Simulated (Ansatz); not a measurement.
**BaO: levels along high-symmetry lines**

```
Ba O
1.0
     0.00000    2.75000    2.75000
     2.75000    0.00000    2.75000
     2.75000    2.75000    0.00000
Ba O
1 1
Direct
  0.00000 0.00000 0.00000
  0.50000 0.50000 0.50000
```

Atoms are numbered in the order listed.

The cell comes from COD entry 5910030, which wasn't checked; take it as a given geometry. It differs from other determinations.

Spin–orbit coupling is left out, though it moves levels of the heavy atoms by tenths of an eV or more.

Theory: DFT, LDA, all-electron LAPW, scalar-relativistic (Ansatz 0.2.0).

Numerical set-up: a Γ-centred 8×8×8 k mesh, Fermi–Dirac smearing of 0.02 eV, basis error target 0.5 meV/atom, no spin polarisation.

Points in fractions of the reciprocal vectors of this cell: Γ (0, 0, 0), X (0.5, 0, 0.5), U (0.625, 0.25, 0.625), K (0.375, 0.375, 0.75), L (0.5, 0.5, 0.5), W (0.5, 0.25, 0.75). The path joins them by straight lines in the order Γ–X–U–K–Γ–L–W–X; legs that retrace an earlier one aren't tabulated. Energies are in eV from the top of the valence band.

**Question.** Metal or insulator at this level of theory?

**Answer.** An insulator or semiconductor: gap 1.83 eV, direct at X (0.5, 0, 0.5).

**Question.** Tabulate bands 13 to 19, counted from the lowest band of the run, along the path.

**Answer.** 
```json
{"k (1/Å)": "0.00", "point": "Γ", "band 13": "-10.15", "band 14": "-10.15", "band 15": "-0.53", "band 16": "-0.53", "band 17": "-0.53", "band 18": "3.45", "band 19": "4.67"}
{"k (1/Å)": "0.16", "point": "", "band 13": "-10.19", "band 14": "-10.12", "band 15": "-0.81", "band 16": "-0.53", "band 17": "-0.53", "band 18": "3.73", "band 19": "4.36"}
{"k (1/Å)": "0.33", "point": "", "band 13": "-10.28", "band 14": "-10.11", "band 15": "-1.31", "band 16": "-0.53", "band 17": "-0.53", "band 18": "3.73", "band 19": "4.30"}
{"k (1/Å)": "0.49", "point": "", "band 13": "-10.42", "band 14": "-10.27", "band 15": "-1.53", "band 16": "-0.50", "band 17": "-0.50", "band 18": "3.10", "band 19": "4.88"}
{"k (1/Å)": "0.65", "point": "", "band 13": "-10.56", "band 14": "-10.56", "band 15": "-1.31", "band 16": "-0.44", "band 17": "-0.44", "band 18": "2.56", "band 19": "5.45"}
{"k (1/Å)": "0.82", "point": "", "band 13": "-10.68", "band 14": "-10.68", "band 15": "-0.79", "band 16": "-0.36", "band 17": "-0.36", "band 18": "2.16", "band 19": "5.91"}
{"k (1/Å)": "0.98", "point": "", "band 13": "-10.77", "band 14": "-10.77", "band 15": "-0.29", "band 16": "-0.29", "band 17": "-0.24", "band 18": "1.91", "band 19": "6.09"}
{"k (1/Å)": "1.14", "point": "X", "band 13": "-10.80", "band 14": "-10.80", "band 15": "-0.26", "band 16": "-0.26", "band 17": "0.00", "band 18": "1.83", "band 19": "6.08"}
{"k (1/Å)": "1.20", "point": "", "band 13": "-10.80", "band 14": "-10.80", "band 15": "-0.29", "band 16": "-0.28", "band 17": "0.00", "band 18": "1.86", "band 19": "6.11"}
{"k (1/Å)": "1.26", "point": "", "band 13": "-10.79", "band 14": "-10.78", "band 15": "-0.35", "band 16": "-0.32", "band 17": "-0.01", "band 18": "1.96", "band 19": "6.20"}
{"k (1/Å)": "1.32", "point": "", "band 13": "-10.77", "band 14": "-10.76", "band 15": "-0.45", "band 16": "-0.39", "band 17": "-0.03", "band 18": "2.12", "band 19": "6.33"}
{"k (1/Å)": "1.37", "point": "", "band 13": "-10.75", "band 14": "-10.74", "band 15": "-0.58", "band 16": "-0.49", "band 17": "-0.06", "band 18": "2.33", "band 19": "6.51"}
{"k (1/Å)": "1.43", "point": "", "band 13": "-10.72", "band 14": "-10.70", "band 15": "-0.72", "band 16": "-0.59", "band 17": "-0.09", "band 18": "2.60", "band 19": "6.71"}
{"k (1/Å)": "1.49", "point": "", "band 13": "-10.69", "band 14": "-10.67", "band 15": "-0.88", "band 16": "-0.72", "band 17": "-0.12", "band 18": "2.91", "band 19": "6.65"}
{"k (1/Å)": "1.55", "point": "U", "band 13": "-10.65", "band 14": "-10.62", "band 15": "-1.04", "band 16": "-0.84", "band 17": "-0.16", "band 18": "3.25", "band 19": "6.31"}
{"k (1/Å)": "1.65", "point": "", "band 13": "-10.79", "band 14": "-10.46", "band 15": "-1.22", "band 16": "-0.78", "band 17": "-0.20", "band 18": "3.50", "band 19": "5.97"}
{"k (1/Å)": "1.75", "point": "", "band 13": "-10.95", "band 14": "-10.32", "band 15": "-1.41", "band 16": "-0.66", "band 17": "-0.28", "band 18": "3.85", "band 19": "5.43"}
{"k (1/Å)": "1.85", "point": "", "band 13": "-11.11", "band 14": "-10.24", "band 15": "-1.51", "band 16": "-0.52", "band 17": "-0.39", "band 18": "4.30", "band 19": "4.85"}
{"k (1/Å)": "1.95", "point": "", "band 13": "-11.11", "band 14": "-10.24", "band 15": "-1.51", "band 16": "-0.52", "band 17": "-0.39", "band 18": "4.30", "band 19": "4.85"}
{"k (1/Å)": "2.05", "point": "", "band 13": "-10.95", "band 14": "-10.32", "band 15": "-1.41", "band 16": "-0.66", "band 17": "-0.28", "band 18": "3.85", "band 19": "5.43"}
{"k (1/Å)": "2.15", "point": "", "band 13": "-10.79", "band 14": "-10.46", "band 15": "-1.22", "band 16": "-0.78", "band 17": "-0.20", "band 18": "3.50", "band 19": "5.97"}
{"k (1/Å)": "2.25", "point": "K", "band 13": "-10.65", "band 14": "-10.62", "band 15": "-1.04", "band 16": "-0.84", "band 17": "-0.16", "band 18": "3.25", "band 19": "6.31"}
{"k (1/Å)": "2.42", "point": "", "band 13": "-10.52", "band 14": "-10.47", "band 15": "-1.46", "band 16": "-1.20", "band 17": "-0.30", "band 18": "4.42", "band 19": "5.41"}
{"k (1/Å)": "2.59", "point": "", "band 13": "-10.39", "band 14": "-10.33", "band 15": "-1.73", "band 16": "-1.44", "band 17": "-0.42", "band 18": "4.71", "band 19": "5.45"}
{"k (1/Å)": "2.77", "point": "", "band 13": "-10.28", "band 14": "-10.22", "band 15": "-1.77", "band 16": "-1.48", "band 17": "-0.51", "band 18": "4.25", "band 19": "5.74"}
{"k (1/Å)": "2.94", "point": "", "band 13": "-10.21", "band 14": "-10.16", "band 15": "-1.57", "band 16": "-1.30", "band 17": "-0.55", "band 18": "4.06", "band 19": "5.27"}
{"k (1/Å)": "3.11", "point": "", "band 13": "-10.17", "band 14": "-10.15", "band 15": "-1.18", "band 16": "-0.98", "band 17": "-0.55", "band 18": "4.16", "band 19": "4.53"}
{"k (1/Å)": "3.28", "point": "", "band 13": "-10.16", "band 14": "-10.15", "band 15": "-0.74", "band 16": "-0.67", "band 17": "-0.54", "band 18": "3.78", "band 19": "4.46"}
{"k (1/Å)": "3.46", "point": "Γ", "band 13": "-10.15", "band 14": "-10.15", "band 15": "-0.53", "band 16": "-0.53", "band 17": "-0.53", "band 18": "3.45", "band 19": "4.67"}
{"k (1/Å)": "3.60", "point": "", "band 13": "-10.16", "band 14": "-10.16", "band 15": "-0.65", "band 16": "-0.59", "band 17": "-0.59", "band 18": "3.68", "band 19": "4.55"}
{"k (1/Å)": "3.74", "point": "", "band 13": "-10.18", "band 14": "-10.18", "band 15": "-0.94", "band 16": "-0.77", "band 17": "-0.77", "band 18": "4.21", "band 19": "4.46"}
{"k (1/Å)": "3.88", "point": "", "band 13": "-10.20", "band 14": "-10.20", "band 15": "-1.30", "band 16": "-1.00", "band 17": "-1.00", "band 18": "4.24", "band 19": "5.22"}
{"k (1/Å)": "4.02", "point": "", "band 13": "-10.23", "band 14": "-10.23", "band 15": "-1.64", "band 16": "-1.23", "band 17": "-1.23", "band 18": "4.33", "band 19": "5.96"}
{"k (1/Å)": "4.16", "point": "", "band 13": "-10.26", "band 14": "-10.26", "band 15": "-1.91", "band 16": "-1.43", "band 17": "-1.43", "band 18": "4.54", "band 19": "6.54"}
{"k (1/Å)": "4.31", "point": "", "band 13": "-10.27", "band 14": "-10.27", "band 15": "-2.09", "band 16": "-1.56", "band 17": "-1.56", "band 18": "4.78", "band 19": "7.04"}
{"k (1/Å)": "4.45", "point": "L", "band 13": "-10.28", "band 14": "-10.28", "band 15": "-2.15", "band 16": "-1.60", "band 17": "-1.60", "band 18": "4.89", "band 19": "7.25"}
{"k (1/Å)": "4.56", "point": "", "band 13": "-10.34", "band 14": "-10.29", "band 15": "-2.07", "band 16": "-1.57", "band 17": "-1.54", "band 18": "4.88", "band 19": "6.64"}
{"k (1/Å)": "4.68", "point": "", "band 13": "-10.51", "band 14": "-10.29", "band 15": "-1.89", "band 16": "-1.44", "band 17": "-1.35", "band 18": "4.85", "band 19": "6.03"}
{"k (1/Å)": "4.79", "point": "", "band 13": "-10.72", "band 14": "-10.27", "band 15": "-1.73", "band 16": "-1.18", "band 17": "-1.09", "band 18": "4.77", "band 19": "5.48"}
{"k (1/Å)": "4.91", "point": "", "band 13": "-10.94", "band 14": "-10.25", "band 15": "-1.62", "band 16": "-0.83", "band 17": "-0.79", "band 18": "4.66", "band 19": "5.03"}
{"k (1/Å)": "5.02", "point": "", "band 13": "-11.14", "band 14": "-10.23", "band 15": "-1.54", "band 16": "-0.52", "band 17": "-0.51", "band 18": "4.54", "band 19": "4.69"}
{"k (1/Å)": "5.14", "point": "", "band 13": "-11.28", "band 14": "-10.22", "band 15": "-1.49", "band 16": "-0.31", "band 17": "-0.31", "band 18": "4.45", "band 19": "4.48"}
{"k (1/Å)": "5.25", "point": "W", "band 13": "-11.33", "band 14": "-10.21", "band 15": "-1.47", "band 16": "-0.24", "band 17": "-0.24", "band 18": "4.41", "band 19": "4.41"}
{"k (1/Å)": "5.34", "point": "", "band 13": "-11.22", "band 14": "-10.24", "band 15": "-1.42", "band 16": "-0.27", "band 17": "-0.20", "band 18": "3.81", "band 19": "5.05"}
{"k (1/Å)": "5.42", "point": "", "band 13": "-11.11", "band 14": "-10.33", "band 15": "-1.26", "band 16": "-0.30", "band 17": "-0.15", "band 18": "3.27", "band 19": "5.72"}
{"k (1/Å)": "5.50", "point": "", "band 13": "-11.01", "band 14": "-10.44", "band 15": "-1.03", "band 16": "-0.31", "band 17": "-0.10", "band 18": "2.79", "band 19": "6.40"}
{"k (1/Å)": "5.58", "point": "", "band 13": "-10.92", "band 14": "-10.57", "band 15": "-0.76", "band 16": "-0.30", "band 17": "-0.06", "band 18": "2.39", "band 19": "6.49"}
{"k (1/Å)": "5.66", "point": "", "band 13": "-10.86", "band 14": "-10.69", "band 15": "-0.51", "band 16": "-0.29", "band 17": "-0.03", "band 18": "2.09", "band 19": "6.29"}
{"k (1/Å)": "5.74", "point": "", "band 13": "-10.81", "band 14": "-10.77", "band 15": "-0.33", "band 16": "-0.27", "band 17": "-0.01", "band 18": "1.89", "band 19": "6.14"}
{"k (1/Å)": "5.83", "point": "X", "band 13": "-10.80", "band 14": "-10.80", "band 15": "-0.26", "band 16": "-0.26", "band 17": "0.00", "band 18": "1.83", "band 19": "6.08"}
```

Kohn–Sham gaps of semilocal functionals usually fall short of measured ones.
